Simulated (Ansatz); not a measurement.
**Mo: strain energy, fitted**

Mo, Im-3m, a = 3.161 Å. Ansatz: PBE, PAW, 420 eV, Γ-centred 16×16×16 mesh on 2 atoms, Gaussian smearing 0.10 eV; no spin polarisation. Series: biaxial strain in the a-b plane, c and atoms relaxed; x is the strain in per cent. y is the free energy over the unstrained cell, V0 = 15.786 Å³/atom.

| x (%) | y (meV/atom) |
| --- | --- |
| -6.0 | 195.58 |
| -4.0 | 86.46 |
| -2.0 | 21.41 |
| 0.0 | 0.00 |
| 2.0 | 19.16 |
| 4.0 | ? |
| 6.0 | 155.23 |

Fit y = c2 x² + c3 x³ to the other rows, turn c2 into a modulus, and predict the missing energy.

Least squares on the rows shown. y = 4.8880 x² − 0.094957 x³. In eV per unit strain² c2 is 48.88; M is the biaxial modulus (E = M V0 ε²): 48.88 × 160.2 / (15.786) = 496 GPa. With a term in x⁴ added, the coefficient of x² becomes 5.141, 5 % more, which shows how far this figure hangs on the form. At x = 4.0 the fit asked for gives 72.13 meV/atom. The run gave 72.82 meV/atom, so the fit is 0.69 meV/atom too low, within the rms miss on the fitted rows (1.18 meV/atom).